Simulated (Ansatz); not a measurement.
Runs of Ansatz 0.2.0 on Bi. The structure is trigonal, space group R-3m (No. 166). Conventional cell: a = 4.535 Å, b = 4.535 Å, c = 11.814 Å, α = 90.00°, β = 90.00°, γ = 120.00°. Bi (site symmetry 3m) has 6 Bi at 3.06 to 3.52 Å as nearest neighbours. 

| task | level | potentials or basis | spin | cell | k mesh | cutoff (eV) | smearing | basis error allowed | mesh quality | gap on the mesh (eV) | pressure (GPa) | V0 of scaled cells (Å³/atom) | B0 (GPa) | largest force (eV/Å) |
| --- | --- | --- | --- | --- | --- | --- | --- | --- | --- | --- | --- | --- | --- | --- |
| density of states | PBE | all-electron PAW datasets made for the crystal | off | as given | 7 × 7 × 7 | 260 | fermi-dirac 0.05 eV | - | not flagged | 0.26 | 2.1 | - | - | 0.20 |
| band structure | PBEsol | all-electron LAPW, inner shells corrected to Dirac's equation | off | as given | 7 × 7 × 7 | 214 | fermi-dirac 0.05 eV | 0.001 eV/atom | not flagged | - | -0.3 | - | - | 0.13 |
| single point | PBE | all-electron PAW datasets made for the crystal | off | as given | 4 × 4 × 4 | 260 | fermi-dirac 0.05 eV | - | coarse | none | 2.0 | - | - | 0.03 |
| band structure | PBE | all-electron LAPW, scalar-relativistic | off | as given | 7 × 7 × 7 | 214 | fermi-dirac 0.05 eV | 0.001 eV/atom | not flagged | 0.26 | 2.1 | - | - | 0.20 |
| equation of state | PBEsol | all-electron LAPW, scalar-relativistic | off | as given | 7 × 7 × 7 | - | fermi-dirac 0.05 eV | 0.0005 eV/atom | not flagged | - | - | 34.83 | 50 | - |
| band structure | revPBE-LDA | all-electron LAPW, scalar-relativistic | collinear, antiferromagnetic start | as given | 7 × 7 × 7 | 214 | gaussian 0.025 eV | 0.001 eV/atom | not flagged | 0.28 | (c) | - | - | 0.23 |
| band structure | LDA | all-electron LAPW, scalar-relativistic | off | as given | 7 × 7 × 7 | 214 | fermi-dirac 0.05 eV | 0.001 eV/atom | not flagged | - | -1.6 | - | - | 0.05 |
| single point | BLYP | all-electron LAPW, scalar-relativistic | off | the cell as VASP's run set it | 7 × 7 × 7 | 214 | methfessel-paxton 0.2 eV | 0.001 eV/atom | not flagged | 0.28 | 5.3 | - | - | 0.21 |
| equation of state | PBEsol | all-electron LAPW, scalar-relativistic | off | as given | 7 × 7 × 7 | - | fermi-dirac 0.05 eV | 0.001 eV/atom | not flagged | - | - | 34.83 | 50 | - |
| single point | LDA | all-electron LAPW, scalar-relativistic | off | as given | 7 × 7 × 7 | 214 | gaussian 0.02 eV | 0.001 eV/atom | not flagged | (b) | -1.6 | - | - | 0.05 |
| equation of state | LDA | all-electron LAPW, scalar-relativistic | off | as given | 7 × 7 × 7 | - | fermi-dirac 0.05 eV | 0.001 eV/atom | not flagged | - | - | 33.98 | (a) | - |
| band structure | PBEsol | all-electron PAW datasets made for the crystal | off | as given | 7 × 7 × 7 | 260 | fermi-dirac 0.05 eV | - | not flagged | - | -0.3 | - | - | 0.13 |

Question: Estimate the missing entries.

Answer: (a) 53; (b) 0.27; (c) 8.0.

Caveats: some runs use coarse meshes; spin-orbit coupling is left out, which moves the levels of the heavy elements (some runs); spin-orbit coupling is left out, which as a rule narrows the gap of such compounds by several tenths of an eV (some runs); an odd mesh through Γ misses points on the zone boundary, where band edges often lie (some runs); the cell was scaled at fixed shape and fractional positions, which overstates the stiffness of a crystal with free parameters, most of all of layers and chains (some runs); the mesh misses the band edges, which the band path finds closer together (some runs); the program warned that the printed levels may be off, so bands, gaps and densities of states are rough (some runs); the k mesh is thin for a metal, which can move the energy by tens of meV per atom (some runs).

A k mesh can miss the band edges, and the runs leave out spin-orbit coupling on Bi.

A gap of «none» marks a metal or a gap under the smearing width.

Not every run made on this cell is shown here.
